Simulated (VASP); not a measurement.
Set up this calculation in VASP 6.6.1, as the native input.

```
Task                   : single point
Functional             : PBE
Dispersion             : D3(BJ)
Potentials or basis    : VASP PAW PBE potentials, release 64 (C, O, H)
Cutoff                 : 520 eV
k mesh                 : 1 × 1 × 1
Occupations            : fermi-dirac, width 0.05 eV
Spin                   : no spin polarisation
Dipole correction      : no
Further INCAR settings : LREAL = Auto; ALGO = Fast; EDIFF = 1e-06; NBANDS = 66
```

The structure of H4CO lies in POSCAR:

```
H4CO
1.0
    7.3803230000      0.0000000000      0.0000000000
    0.0000000000      7.3803230000      0.0000000000
    0.0000000000      0.0000000000      7.3803230000
C O H
6 6 24
Direct
    0.5782772000      0.3751673000      0.2596868000
    0.7645907000      0.1575683000      0.8994738000
    0.0012584000      0.9214286000      0.3294814000
    0.3443158000      0.7817688000      0.8025068000
    0.2883232000      0.1588610000      0.1593582000
    0.8847320000      0.6930232000      0.9193762000
    0.5965376000      0.1841461000      0.2783960000
    0.6727979000      0.2922949000      0.7965398000
    0.0116017000      0.7360144000      0.3813192000
    0.2766330000      0.6015795000      0.7913976000
    0.3574664000     -0.0203716000      0.1430035000
    0.8587636000      0.5611271000      0.7811677000
    0.4991108000      0.3973558000      0.1370723000
    0.6668571000      0.1618753000      0.3871765000
    0.5060336000      0.4363688000      0.3742204000
    0.7095289000      0.4430720000      0.2440463000
    0.8574209000      0.2297754000      0.9887074000
    0.5893715000      0.2302431000      0.7161431000
    0.6715256000      0.0773921000      0.9831001000
    0.8436023000      0.0653243000      0.8138531000
   -0.1424292000      0.9547869000      0.3235631000
    0.1389182000      0.7039347000      0.3872717000
    0.0665342000      1.0112833000      0.4282129000
    0.0609453000      0.9459433000      0.1956188000
    0.2269085000      0.8688806000      0.8230251000
    0.3796142000      0.5219960000      0.7730844000
    0.4372638000      0.8001068000      0.9169930000
    0.4131220000      0.8239267000      0.6777226000
    0.3558637000      0.2389216000      0.0553268000
    0.2986411000     -0.0937009000      0.2348534000
    0.1417127000      0.1650730000      0.1359176000
    0.3182161000      0.2189254000      0.2919530000
    0.7651427000      0.7795489000      0.9169975000
    0.9642509000      0.4827280000      0.7813684000
    0.8960046000      0.6318021000      1.0543118000
    1.0045533000      0.7774481000      0.8949223000
```

The cell was built by a generator and needn't be a form met in nature.

One way to write it, as run:

INCAR

```
ALGO = Fast
EDIFF = 1E-6
ENCUT = 520
GGA = PE
ISIF = 2
ISMEAR = -1
IVDW = 12
LASPH = True
LCHARG = False
LREAL = Auto
LWAVE = False
NBANDS = 66
NELM = 100
PREC = Accurate
SIGMA = 0.05
```

KPOINTS

```
k-points
0
Gamma
  1 1 1
```

Potentials or basis: VASP PAW PBE potentials, release 64 (C, O, H).

The run is started by

```sh
$ cat potpaw_PBE.64/C/POTCAR potpaw_PBE.64/O/POTCAR potpaw_PBE.64/H/POTCAR > POTCAR
$ mpirun -np 1 vasp_gam > vasp.out
```

It gave:

```
Pressure                   : 2.4 GPa
Largest force              : 1.247 eV/Å
Band gap on the k mesh     : 3.50 eV, direct
Dispersion energy per atom : -0.034 eV
```

It took 39 s on 1 thread of Intel(R) Xeon(R) 6975P-C (Granite Rapids), on a shared host, peak memory 0.41 GiB.
